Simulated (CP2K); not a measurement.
A run of CP2K 2026.2:

The input in_bands.inp:

```
&GLOBAL
  PROJECT in_bands
  RUN_TYPE ENERGY_FORCE
  PRINT_LEVEL LOW
&END GLOBAL
&FORCE_EVAL
  METHOD QS
  STRESS_TENSOR ANALYTICAL
  &DFT
    BASIS_SET_FILE_NAME BASIS_MOLOPT_UZH
    POTENTIAL_FILE_NAME POTENTIAL_UZH
    &MGRID
      CUTOFF 675
      REL_CUTOFF 60
      NGRIDS 4
    &END MGRID
    &QS
      METHOD GPW
      EPS_DEFAULT 1.0E-10
    &END QS
    &KPOINTS
      SCHEME MONKHORST-PACK 9 9 5
      GAMMA_CENTERED T
      SYMMETRY T
      SYMMETRY_BACKEND SPGLIB
    &END KPOINTS
    &SCF
      SCF_GUESS ATOMIC
      EPS_SCF 1.0E-6
      MAX_SCF 100
      ADDED_MOS 10
      CHOLESKY OFF
      EPS_EIGVAL 1.0E-7
      &DIAGONALIZATION ON
        ALGORITHM STANDARD
      &END DIAGONALIZATION
      &MIXING ON
        METHOD BROYDEN_MIXING
        ALPHA 0.4
        BETA 1.5
        NBUFFER 8
      &END MIXING
      &SMEAR ON
        METHOD FERMI_DIRAC
        ELECTRONIC_TEMPERATURE 1160.45
      &END SMEAR
    &END SCF
    &XC
      &XC_FUNCTIONAL
        &MGGA_X_R2SCAN
        &END MGGA_X_R2SCAN
        &MGGA_C_R2SCAN
        &END MGGA_C_R2SCAN
      &END XC_FUNCTIONAL
    &END XC
    &PRINT
      &KPOINTS ON
      &END KPOINTS
      &MULLIKEN ON
      &END MULLIKEN
      &MO ON
        ENERGIES T
        OCCUPATION_NUMBERS T
        &EACH
          QS_SCF 0
        &END EACH
        ADD_LAST NUMERIC
      &END MO
      &BAND_STRUCTURE
        FILE_NAME bands.bs
        ADDED_MOS 6
        &KPOINT_SET
          UNITS B_VECTOR
          NPOINTS 6
          SPECIAL_POINT GAMMA 0.00000000 0.00000000 0.00000000
          SPECIAL_POINT M 0.50000000 0.00000000 0.00000000
          SPECIAL_POINT K 0.33333333 0.33333333 0.00000000
          SPECIAL_POINT GAMMA 0.00000000 0.00000000 0.00000000
          SPECIAL_POINT A 0.00000000 0.00000000 0.50000000
          SPECIAL_POINT L 0.50000000 0.00000000 0.50000000
          SPECIAL_POINT H 0.33333333 0.33333333 0.50000000
          SPECIAL_POINT A 0.00000000 0.00000000 0.50000000
        &END KPOINT_SET
        &KPOINT_SET
          UNITS B_VECTOR
          NPOINTS 6
          SPECIAL_POINT L 0.50000000 0.00000000 0.50000000
          SPECIAL_POINT M 0.50000000 0.00000000 0.00000000
        &END KPOINT_SET
        &KPOINT_SET
          UNITS B_VECTOR
          NPOINTS 6
          SPECIAL_POINT K 0.33333333 0.33333333 0.00000000
          SPECIAL_POINT H 0.33333333 0.33333333 0.50000000
        &END KPOINT_SET
      &END BAND_STRUCTURE
    &END PRINT
  &END DFT
  &SUBSYS
    &CELL
      A 3.3354847820 0.0000000000 0.0000000000
      B -1.6677423910 2.8886145552 0.0000000000
      C 0.0000000000 0.0000000000 5.5091429200
      PERIODIC XYZ
    &END CELL
    &COORD
      SCALED
      In  0.6666666667 0.3333333333 0.7500000000
      In  0.3333333333 0.6666666667 0.2500000000
    &END COORD
    &KIND In
      BASIS_SET TZVP-MOLOPT-SCAN-GTH-q13
      POTENTIAL GTH-SCAN-q13
    &END KIND
    &PRINT
      &ATOMIC_COORDINATES ON
      &END ATOMIC_COORDINATES
      &CELL ON
      &END CELL
      &SYMMETRY ON
      &END SYMMETRY
    &END PRINT
  &END SUBSYS
  &PRINT
    &FORCES ON
    &END FORCES
    &STRESS_TENSOR ON
    &END STRESS_TENSOR
  &END PRINT
&END FORCE_EVAL
```

Potentials or basis: POTENTIAL_UZH In GTH-SCAN-q13; TZVP-MOLOPT-SCAN-GTH basis.

Launch:

```sh
$ OMP_NUM_THREADS=1 cp2k.psmp -i in_bands.inp -o in_bands.out
```

Hardware: 1 thread of Intel(R) Xeon(R) Platinum 8488C (Sapphire Rapids), on a shared host.

**Question.** How long does it take, and how much memory?

**Answer.** Run time: 8 min on 1 thread of Intel(R) Xeon(R) Platinum 8488C (Sapphire Rapids), with other jobs on the host, peak memory 0.52 GiB. Counts: scf iterations 15, k points 36, basis 68, bands 23, force evaluations 1.
